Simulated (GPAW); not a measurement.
# Hf (Im-3m) in GPAW: further runs

The runs below take Hf through relaxation of cell and atoms, with LDA.

Everything below comes from runs of GPAW 26.7.0. Logs are shortened: lines on timing, memory, paths and dates and some standing lists are left out, and cuts for length are marked. The log counts tension as positive stress, the text compression.

## Step 1: The structure

Symmetry: Im-3m, No. 229, cubic system. Conventional cell: a = 3.610 Å, b = 3.610 Å, c = 3.610 Å, α = 90.00°, β = 90.00°, γ = 90.00°. Hf (site symmetry m-3m) is surrounded by 8 Hf at 3.13 Å.

This isn't the form of Hf at room conditions, which is hcp.

## Step 2: Relaxation of cell and atoms, LDA

Input file run.py:

```python
from ase.filters import FrechetCellFilter
from ase.io import read, write
from ase.optimize import BFGS
from gpaw import GPAW, PW

atoms = read('POSCAR')

calc = GPAW(mode=PW(600),
            xc='LDA',
            kpts={'size': (10, 10, 10), 'gamma': True},
            occupations={'name': 'fermi-dirac', 'width': 0.05},
            nbands=14,
            convergence={'density': 1e-05, 'forces': 0.0001},
            maxiter=150,
            txt='gpaw.txt')
atoms.calc = calc
opt = BFGS(FrechetCellFilter(atoms), trajectory='relax.traj', logfile='-')
done = opt.run(fmax=0.02, steps=60)
calc.write('gs.gpw')
write('result.traj', atoms)
print('Converged:', done)
print('Cell:', atoms.cell.cellpar().round(4))
print('Volume:', round(atoms.get_volume(), 4))
print(atoms.get_scaled_positions().round(5))
```

Input file POSCAR:

```
Hf
1.0
   -1.8050000000      1.8050000000      1.8050000000
    1.8050000000     -1.8050000000      1.8050000000
    1.8050000000      1.8050000000     -1.8050000000
Hf
1
Direct
    0.0000000000      0.0000000000      0.0000000000
```

Potentials or basis: the program's PAW data sets (release 1.2.1) made for this functional, pw.

The run is started by

```bash
> OMP_NUM_THREADS=1 python run.py
```

gpaw.txt:

```text
__  _  _
 | _ |_)|_||  |
 |__||  | ||/\| - 26.7.0

Input parameters:
  mode=PW(ecut=600.0),
  convergence={'density': 1e-05, 'forces': 0.0001},
  kpts=MonkhorstPack(size=(10, 10, 10), gamma=True),
  maxiter=150,
  nbands=14,
  occupations=Occupations(name='fermi-dirac', width=0.05),
  xc=XC(name='LDA')

Diagonalizing LCAO Hamiltonian
Converting LCAO to pw mode

       Hf

Atoms  # Å, Bohr magnetons
|   | symbol |        x |        y |        z |    initial magnetic moments |
|---|--------|----------|----------|----------|-----------------------------|
| 0 |     Hf | 0.000000 | 0.000000 | 0.000000 | ( 0.0000,  0.0000,  0.0000) |

Unit cell  # Å
| periodic |         x |         y |         z |  lengths |     angles |
|----------|-----------|-----------|-----------|----------|------------|
|      yes | -1.805000 |  1.805000 |  1.805000 | 3.126352 | 109.471221 |
|      yes |  1.805000 | -1.805000 |  1.805000 | 3.126352 | 109.471221 |
|      yes |  1.805000 |  1.805000 | -1.805000 | 3.126352 | 109.471221 |

Number of symmetries: 48
Symmetry operations  # r_c * U_cc + t_c -> r_c
|    | kind |            matrix            |
|----|------|------------------------------|
|  0 |  σ   |  1, 1, 1,  0, 0,-1,  0,-1, 0 |
|  1 |  C4  |  1, 1, 1,  0, 0,-1, -1, 0, 0 |
|  2 |  C2  |  1, 1, 1,  0,-1, 0,  0, 0,-1 |
|  3 |  S6  |  1, 1, 1,  0,-1, 0, -1, 0, 0 |
|  4 |  S6  |  1, 1, 1, -1, 0, 0,  0, 0,-1 |
|  5 |  C4  |  1, 1, 1, -1, 0, 0,  0,-1, 0 |
|  6 |  E   |  1, 0, 0,  0, 1, 0,  0, 0, 1 |
|  7 |  σ   |  1, 0, 0,  0, 1, 0, -1,-1,-1 |
|  8 |  σ   |  1, 0, 0,  0, 0, 1,  0, 1, 0 |
|  9 |  C3  |  1, 0, 0,  0, 0, 1, -1,-1,-1 |
| 10 |  C3  |  1, 0, 0, -1,-1,-1,  0, 1, 0 |
| 11 |  σ   |  1, 0, 0, -1,-1,-1,  0, 0, 1 |
| 12 |  σ   |  0, 1, 0,  1, 0, 0,  0, 0, 1 |
| 13 |  C2  |  0, 1, 0,  1, 0, 0, -1,-1,-1 |
| 14 |  C3  |  0, 1, 0,  0, 0, 1,  1, 0, 0 |
| 15 |  S4  |  0, 1, 0,  0, 0, 1, -1,-1,-1 |
| 16 |  S4  |  0, 1, 0, -1,-1,-1,  1, 0, 0 |
[... 193 lines left out ...]
Stress tensor  # eV/Ang^3
|         x |         y |         z |
|-----------|-----------|-----------|
|  0.077114 | -0.000000 | -0.000000 |
| -0.000000 |  0.077114 |  0.000000 |
| -0.000000 |  0.000000 |  0.077114 |

Forces  # eV/Ang
|       x |       y |       z |
|---------|---------|---------|
| 0.00000 | 0.00000 | 0.00000 |  # Hf   0

Interpolating wave functions to new cell

       Hf

Atoms  # Å, Bohr magnetons
|   | symbol |        x |        y |        z |    initial magnetic moments |
|---|--------|----------|----------|----------|-----------------------------|
| 0 |     Hf | 0.000000 | 0.000000 | 0.000000 | ( 0.0000,  0.0000,  0.0000) |

Unit cell  # Å
| periodic |         x |         y |         z |  lengths |     angles |
|----------|-----------|-----------|-----------|----------|------------|
|      yes | -1.758827 |  1.758827 |  1.758827 | 3.046378 | 109.471221 |
|      yes |  1.758827 | -1.758827 |  1.758827 | 3.046378 | 109.471221 |
|      yes |  1.758827 |  1.758827 | -1.758827 | 3.046378 | 109.471221 |

Number of symmetries: 48
Symmetry operations  # r_c * U_cc + t_c -> r_c
|    | kind |            matrix            |
|----|------|------------------------------|
|  0 |  σ   |  1, 1, 1,  0, 0,-1,  0,-1, 0 |
|  1 |  C4  |  1, 1, 1,  0, 0,-1, -1, 0, 0 |
|  2 |  C2  |  1, 1, 1,  0,-1, 0,  0, 0,-1 |
|  3 |  S6  |  1, 1, 1,  0,-1, 0, -1, 0, 0 |
|  4 |  S6  |  1, 1, 1, -1, 0, 0,  0, 0,-1 |
|  5 |  C4  |  1, 1, 1, -1, 0, 0,  0,-1, 0 |
|  6 |  E   |  1, 0, 0,  0, 1, 0,  0, 0, 1 |
|  7 |  σ   |  1, 0, 0,  0, 1, 0, -1,-1,-1 |
|  8 |  σ   |  1, 0, 0,  0, 0, 1,  0, 1, 0 |
|  9 |  C3  |  1, 0, 0,  0, 0, 1, -1,-1,-1 |
| 10 |  C3  |  1, 0, 0, -1,-1,-1,  0, 1, 0 |
| 11 |  σ   |  1, 0, 0, -1,-1,-1,  0, 0, 1 |
| 12 |  σ   |  0, 1, 0,  1, 0, 0,  0, 0, 1 |
| 13 |  C2  |  0, 1, 0,  1, 0, 0, -1,-1,-1 |
| 14 |  C3  |  0, 1, 0,  0, 0, 1,  1, 0, 0 |
| 15 |  S4  |  0, 1, 0,  0, 0, 1, -1,-1,-1 |
| 16 |  S4  |  0, 1, 0, -1,-1,-1,  1, 0, 0 |
[... 193 lines left out ...]
Stress tensor  # eV/Ang^3
|         x |         y |         z |
|-----------|-----------|-----------|
|  0.037089 | -0.000000 | -0.000000 |
| -0.000000 |  0.037089 |  0.000000 |
| -0.000000 |  0.000000 |  0.037089 |

Forces  # eV/Ang
|       x |       y |       z |
|---------|---------|---------|
| 0.00000 | 0.00000 | 0.00000 |  # Hf   0

Interpolating wave functions to new cell

       Hf

Atoms  # Å, Bohr magnetons
|   | symbol |        x |         y |         z |    initial magnetic moments |
|---|--------|----------|-----------|-----------|-----------------------------|
| 0 |     Hf | 0.000000 | -0.000000 | -0.000000 | ( 0.0000,  0.0000,  0.0000) |

Unit cell  # Å
| periodic |         x |         y |         z |  lengths |     angles |
|----------|-----------|-----------|-----------|----------|------------|
|      yes | -1.722661 |  1.722661 |  1.722661 | 2.983736 | 109.471221 |
|      yes |  1.722661 | -1.722661 |  1.722661 | 2.983736 | 109.471221 |
|      yes |  1.722661 |  1.722661 | -1.722661 | 2.983736 | 109.471221 |

Number of symmetries: 48
Symmetry operations  # r_c * U_cc + t_c -> r_c
|    | kind |            matrix            |
|----|------|------------------------------|
|  0 |  σ   |  1, 1, 1,  0, 0,-1,  0,-1, 0 |
|  1 |  C4  |  1, 1, 1,  0, 0,-1, -1, 0, 0 |
|  2 |  C2  |  1, 1, 1,  0,-1, 0,  0, 0,-1 |
|  3 |  S6  |  1, 1, 1,  0,-1, 0, -1, 0, 0 |
|  4 |  S6  |  1, 1, 1, -1, 0, 0,  0, 0,-1 |
|  5 |  C4  |  1, 1, 1, -1, 0, 0,  0,-1, 0 |
|  6 |  E   |  1, 0, 0,  0, 1, 0,  0, 0, 1 |
|  7 |  σ   |  1, 0, 0,  0, 1, 0, -1,-1,-1 |
|  8 |  σ   |  1, 0, 0,  0, 0, 1,  0, 1, 0 |
|  9 |  C3  |  1, 0, 0,  0, 0, 1, -1,-1,-1 |
| 10 |  C3  |  1, 0, 0, -1,-1,-1,  0, 1, 0 |
| 11 |  σ   |  1, 0, 0, -1,-1,-1,  0, 0, 1 |
| 12 |  σ   |  0, 1, 0,  1, 0, 0,  0, 0, 1 |
| 13 |  C2  |  0, 1, 0,  1, 0, 0, -1,-1,-1 |
| 14 |  C3  |  0, 1, 0,  0, 0, 1,  1, 0, 0 |
| 15 |  S4  |  0, 1, 0,  0, 0, 1, -1,-1,-1 |
| 16 |  S4  |  0, 1, 0, -1,-1,-1,  1, 0, 0 |
[... 193 lines left out ...]
Stress tensor  # eV/Ang^3
|         x |         y |         z |
|-----------|-----------|-----------|
| -0.003500 | -0.000000 |  0.000000 |
| -0.000000 | -0.003500 | -0.000000 |
|  0.000000 | -0.000000 | -0.003500 |

Forces  # eV/Ang
|       x |       y |       z |
|---------|---------|---------|
| 0.00000 | 0.00000 | 0.00000 |  # Hf   0

Interpolating wave functions to new cell

       Hf

Atoms  # Å, Bohr magnetons
|   | symbol |        x |         y |         z |    initial magnetic moments |
|---|--------|----------|-----------|-----------|-----------------------------|
| 0 |     Hf | 0.000000 | -0.000000 | -0.000000 | ( 0.0000,  0.0000,  0.0000) |

Unit cell  # Å
| periodic |         x |         y |         z |  lengths |     angles |
|----------|-----------|-----------|-----------|----------|------------|
|      yes | -1.725578 |  1.725578 |  1.725578 | 2.988790 | 109.471221 |
|      yes |  1.725578 | -1.725578 |  1.725578 | 2.988790 | 109.471221 |
|      yes |  1.725578 |  1.725578 | -1.725578 | 2.988790 | 109.471221 |

Number of symmetries: 48
Symmetry operations  # r_c * U_cc + t_c -> r_c
|    | kind |            matrix            |
|----|------|------------------------------|
|  0 |  σ   |  1, 1, 1,  0, 0,-1,  0,-1, 0 |
|  1 |  C4  |  1, 1, 1,  0, 0,-1, -1, 0, 0 |
|  2 |  C2  |  1, 1, 1,  0,-1, 0,  0, 0,-1 |
|  3 |  S6  |  1, 1, 1,  0,-1, 0, -1, 0, 0 |
|  4 |  S6  |  1, 1, 1, -1, 0, 0,  0, 0,-1 |
|  5 |  C4  |  1, 1, 1, -1, 0, 0,  0,-1, 0 |
|  6 |  E   |  1, 0, 0,  0, 1, 0,  0, 0, 1 |
|  7 |  σ   |  1, 0, 0,  0, 1, 0, -1,-1,-1 |
|  8 |  σ   |  1, 0, 0,  0, 0, 1,  0, 1, 0 |
|  9 |  C3  |  1, 0, 0,  0, 0, 1, -1,-1,-1 |
| 10 |  C3  |  1, 0, 0, -1,-1,-1,  0, 1, 0 |
| 11 |  σ   |  1, 0, 0, -1,-1,-1,  0, 0, 1 |
| 12 |  σ   |  0, 1, 0,  1, 0, 0,  0, 0, 1 |
| 13 |  C2  |  0, 1, 0,  1, 0, 0, -1,-1,-1 |
| 14 |  C3  |  0, 1, 0,  0, 0, 1,  1, 0, 0 |
| 15 |  S4  |  0, 1, 0,  0, 0, 1, -1,-1,-1 |
| 16 |  S4  |  0, 1, 0, -1,-1,-1,  1, 0, 0 |
[... 133 lines left out ...]
convergence criteria:
- Maximum integral of absolute [dens]ity change: 1e-05 electrons / valence electron
- Maximum change in the atomic [forces] across last 2 cycles: 0.0001 eV/Ang OR
Maximum error relative to the maximum force is below inf
- Maximum [total energy] change in last 3 cyles: 0.0005 eV / valence electron
- Maximum integral of absolute [eigenst]ate change: 4e-08 eV^2 / valence electron
maximum number of iterations: 150

SCF iterations
|iter     | |      energy | eigst |  dens |force |
|---------|-|-------------|-------|-------|------|
|iter:   1| |   -8.181352 | -2.47 |       |      |
|iter:   2| |   -8.181256 | -5.49 | -2.62 |      |
|iter:   3| |   -8.180811c| -4.40 | -2.66 |      |
|iter:   4| |   -8.180830c| -6.01 | -3.49 |      |
|iter:   5| |   -8.180840c| -7.20 | -3.79 |      |
|iter:   6| |   -8.180840c| -8.39c| -5.14c|      |
|iter:   7| |   -8.180840c| -8.88c| -5.50c|-26.20c|

Converged in 7 steps
Energy contributions relative to reference atoms: (reference = -409641.328488)

Energy contributions:
  Kinetic:           8.152494
  Coulomb:          -6.629213
  Zero:             -0.500585
  External:          0.000000
  Xc:               -9.196756
  Entropy:          -0.013561
  Spinorbit:         0.000000
  ----------------------------
  Free energy:      -8.187620
  Extrapolated:     -8.180840

dipole moment: (-6.277745, -6.277745, -6.277745)  # |e|*Ang

Fermi level: 10.350
Eigenvalues  # (at kpt = [0.000, 0.000, 0.000])
| band index |      eig [eV] | occ [0-2] |
|------------|---------------|-----------|
|          0 |       -50.829 |     2.000 |
|          1 |       -19.204 |     2.000 |
|          2 |       -19.204 |     2.000 |
|          3 |       -19.204 |     2.000 |
|          4 |         3.080 |     2.000 |
|          5 |        11.826 |     0.000 |
|          6 |        11.826 |     0.000 |
|          7 |        11.826 |     0.000 |
|          8 |        14.851 |     0.000 |
|          9 |        14.851 |     0.000 |
|         10 |        24.321 |     0.000 |
|         11 |        24.321 |     0.000 |
|         12 |        24.321 |     0.000 |
|         13 |        34.631 |     0.000 |

No gap
No difference between direct/indirect transitions

Stress tensor  # eV/Ang^3
|        x |         y |         z |
|----------|-----------|-----------|
| 0.000086 |  0.000000 |  0.000000 |
| 0.000000 |  0.000086 | -0.000000 |
| 0.000000 | -0.000000 |  0.000086 |

Forces  # eV/Ang
|        x |        y |        z |
|----------|----------|----------|
| -0.00000 | -0.00000 | -0.00000 |  # Hf   0

# Writing to gs.gpw (mode='')
```

Run time: 28 s. Hardware: 1 thread of Arm Neoverse V2, shared host; peak memory 0.17 GiB.

Results:

| Quantity | Value |
| --- | --- |
| Free energy | -8.1876 eV |
| Relaxed volume | 20.55 Å³/atom |
| Relaxed cell | a = 2.989 Å, b = 2.989 Å, c = 2.989 Å, α = 109.47°, β = 109.47°, γ = 109.47° |
| Space group after relaxing (to 0.05 Å) | Im-3m (No. 229) |
| Energy gained by relaxing | 126.6 meV/atom |
| Ionic steps | 4 |
| Pressure after relaxing | 0.0 GPa |
| Band gap on the k mesh | none (metal or under the smearing width) |

The path:
| step | energy change (eV) | largest force (eV/Å) | pressure (GPa) | volume (Å³) |
| --- | --- | --- | --- | --- |
| 1 | 0.0000 | 0.0000 | -12.35 | 23.52 |
| 2 | -0.1033 | 0.0000 | -5.94 | 21.76 |
| 3 | -0.1264 | 0.0000 | 0.56 | 20.45 |
| 4 | -0.1266 | 0.0000 | -0.01 | 20.55 |

Final structure:
```xyz
1
Lattice="-1.7256 1.7256 1.7256 1.7256 -1.7256 1.7256 1.7256 1.7256 -1.7256" Properties=species:S:1:pos:R:3 pbc="T T T"
Hf    0.0000    0.0000    0.0000
```

Caveat: later steps reuse the first step's grids. LDA usually gives volumes a few per cent too small.

(Continued in part 2 of 2.)
